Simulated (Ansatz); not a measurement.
BaTiO3:

```
CELL_PARAMETERS angstrom
3.99980 0.00000 0.00000
0.00000 3.99980 0.00000
0.00000 0.00000 4.01800
ATOMIC_POSITIONS crystal
Ba 0.00000 0.00000 0.00000
Ti 0.50000 0.50000 0.49000
O 0.00000 0.50000 0.51700
O 0.50000 0.00000 0.51700
O 0.50000 0.50000 0.01900
```

- Program: Ansatz 0.2.0
- Task: relaxation of cell and atoms
- Functional: PBE
- Potentials or basis: Ansatz PAW
- Cutoff: 420 eV (not typed: the program's choice for these potentials)
- k mesh: 7 × 7 × 7
- Occupations: fermi-dirac, width 0.05 eV
- Spin: no spin polarisation

At the start: volume 12.86 Å³/atom.

Task: Where does the relaxation end?

Result: It ends after 12 steps and the volume is 13.34 Å³/atom (+3.8 %); space group P4mm (No. 99, to 0.05 Å).

Step by step:
```tsv
step	energy change (eV)	largest force (eV/Å)	volume (Å³)
1	0.0000	0.3106	64.28
2	-0.0081	0.3192	65.43
3	-0.0101	0.2742	65.39
4	-0.0176	0.2862	65.33
5	-0.0244	0.2459	66.57
6	-0.0300	0.0201	66.11
7	-0.0301	0.0261	66.24
8	-0.0298	0.0039	66.37
9	-0.0403	0.0039	66.37
10	-0.0402	0.0017	66.64
11	-0.0400	0.0009	66.71
12	-0.0413	0.0007	66.71
```

Final structure:
```cif
data_structure
_symmetry_space_group_name_H-M 'P 1'
_symmetry_Int_Tables_number 1
_cell_length_a 3.9862
_cell_length_b 3.9862
_cell_length_c 4.1981
_cell_angle_alpha 90.000
_cell_angle_beta 90.000
_cell_angle_gamma 90.000
_cell_volume 66.71
loop_
_atom_site_label
_atom_site_type_symbol
_atom_site_fract_x
_atom_site_fract_y
_atom_site_fract_z
_atom_site_occupancy
Ba1 Ba 0.00000 0.00000 0.98957 1
Ti1 Ti 0.50000 0.50000 0.47229 1
O1 O 0.00000 0.50000 0.52028 1
O2 O 0.50000 0.00000 0.52028 1
O3 O 0.50000 0.50000 0.04057 1
```

Caveat: the plane-wave basis is chosen anew once the cell has moved, so the energies of steps on either side of that aren't comparable; the pressure holds a Pulay correction of +0.5 GPa for the finite cutoff.
